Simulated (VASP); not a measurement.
Write the native input for VASP 6.6.1 that does the following.

```
Task                   : single point
Functional             : PBE
Potentials or basis    : VASP PAW PBE potentials, release 64 (Ti_sv, O)
Cutoff                 : 520 eV
k mesh                 : 10 × 10 × 10
Occupations            : gaussian, width 0.014 eV
Spin                   : no spin polarisation
Further INCAR settings : ALGO = Normal; EDIFF = 1e-06
```

The structure of TiO2 (Anatase) lies in POSCAR:

```
TiO2
1.0
   -1.8921000000      1.8921000000      4.7573000000
    1.8921000000     -1.8921000000      4.7573000000
    1.8921000000      1.8921000000     -4.7573000000
Ti O
2 4
Direct
    0.7500000000      0.2500000000      0.5000000000
    0.0000000000      0.0000000000      0.0000000000
    0.7919000000      0.7919000000      0.0000000000
    0.5419000000      0.0419000000      0.5000000000
    0.9581000000      0.4581000000      0.5000000000
    0.2081000000      0.2081000000      0.0000000000
```

One way to write it, as run:

INCAR

```
PREC = Accurate
ENCUT = 520
EDIFF = 1E-6
ISMEAR = 0
SIGMA = 0.014
LREAL = F
LASPH = T
NELM = 100
ALGO = Normal
ISIF = 2
LWAVE = F
LCHARG = F
GGA = PE
```

KPOINTS

```
Automatic mesh
0
Gamma
  10 10 10
```

Potentials or basis: VASP PAW PBE potentials, release 64 (Ti_sv, O).

The run is started by

```console
$ cat potpaw_PBE.64/Ti_sv/POTCAR potpaw_PBE.64/O/POTCAR > POTCAR
$ mpirun -np 1 vasp_std > vasp.out
```

Results of the run:

```json
{
  "Pressure": "5.9 GPa",
  "Largest force": "0.124 eV/Å",
  "Band gap on the k mesh": "2.11 eV, indirect (least direct gap 2.44 eV)"
}
```

It took 7 min on 1 thread of AMD EPYC 7R43 64-Core Processor (Zen 3), with other jobs on the host, peak memory 0.3 GiB.
